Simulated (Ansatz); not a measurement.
**Vibrational response of HfSiO₄**

The calculation used DFT PBE, scalar-relativistic, plane waves, PAW in Ansatz 0.2.0. Cutoff 420 eV, 6×6×6 k-points (Γ-centred), fixed occupations. No spin polarisation. Phonons by linear response, acoustic sum rule imposed.

The cell, relaxed at this level:
```
Hf Si O
1.0
    -2.91879    2.91879    4.12849
     2.91879   -2.91879    4.12849
     2.91879    2.91879   -4.12849
Hf Si O
1 1 4
Direct
  0.25000 0.75000 0.50000
  0.00000 0.00000 0.00000
  0.65747 0.88580 0.77162
  0.11420 0.88582 0.77167
  0.11418 0.88585 0.22838
  0.11415 0.34253 0.22833
```

The structure comes from a generated guess, relaxed at this level; another structure or a mixture of phases may lie lower. Spin–orbit coupling is left out, which matters for heavy elements.

Optical modes at Γ (transverse, no macroscopic field):
```tsv
frequency (THz)	degeneracy	IR intensity of the level ((D/Å)²/amu)
1.49	1	0.00
1.50	2	0.00
8.84	2	9.55
8.85	1	4.78
9.48	1	0.00
9.48	1	0.00
16.16	2	1.91
16.16	1	0.95
27.45	2	87.18
27.45	1	43.60
31.36	1	0.00
```

All 15 optical modes at Γ are real: no displacement of atoms at fixed cell lowers the energy to second order. Strains and modes at other wave vectors aren't tested by this run.

| Quantity | Value |
| --- | --- |
| Electronic dielectric constant ε∞ (principal values) | 2.25 |
| Static dielectric constant ε0 (principal values) | 3.9 |
| Refractive index √ε∞, mean | 1.50 |
| Kohn–Sham gap on the mesh | 4.76 eV |
| Cost | 26 min on 1 thread of Intel(R) Xeon(R) Processor @ 2.50GHz (Skylake/Cascade Lake), with other jobs on the host, peak memory 2 GiB |

Born effective charges (e):
```csv
atom,Z*xx,Z*yy,Z*zz,mean
Hf (atom 1),3.85,3.85,3.85,3.85
Si (atom 2),4.03,4.03,4.03,4.03
O (atom 3),-0.96,-2.98,-1.97,-1.97
```

The modes are given without the long-range field that lifts LO modes in polar crystals.
